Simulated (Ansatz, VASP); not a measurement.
# Ir in VASP and in Ansatz

```
Ir
1.0
     2.74815    0.00000    0.00000
    -1.37407    2.37997    0.00000
     0.00000    0.00000    4.45371
Ir
2
Direct
  0.33333 0.66667 0.25000
  0.66667 0.33333 0.75000
```

Alike in both runs: functional PBE; k mesh 18 × 18 × 10; occupations gaussian, width 0.1 eV; no spin polarisation.

Ansatz relaxed the structure, and its values are those at the end. VASP's run is a single point on that final structure, the one shown.

|  | VASP | Ansatz |
| --- | --- | --- |
| version | VASP 6.6.1 | Ansatz 0.2.0 |
| potentials or method | VASP PAW PBE potentials, release 64 (Ir) | scalar-relativistic, plane waves, PAW |
| plane-wave cutoff (eV) | 520 | 420 |
| valence electrons in the cell | 18 | 34 |

Ansatz gave:

- gap on the k mesh at the Fermi level (eV): none
- pressure (GPa): -0.1

Q: Which values does VASP return?

A: gap on the k mesh at the Fermi level (eV): none; pressure (GPa): 0.4.

A gap of «none» marks a metal or a gap that the smearing closes. The two sets of potentials don't hold the same shells in valence.

Spin-orbit coupling is left out, which matters for the levels of Ir.
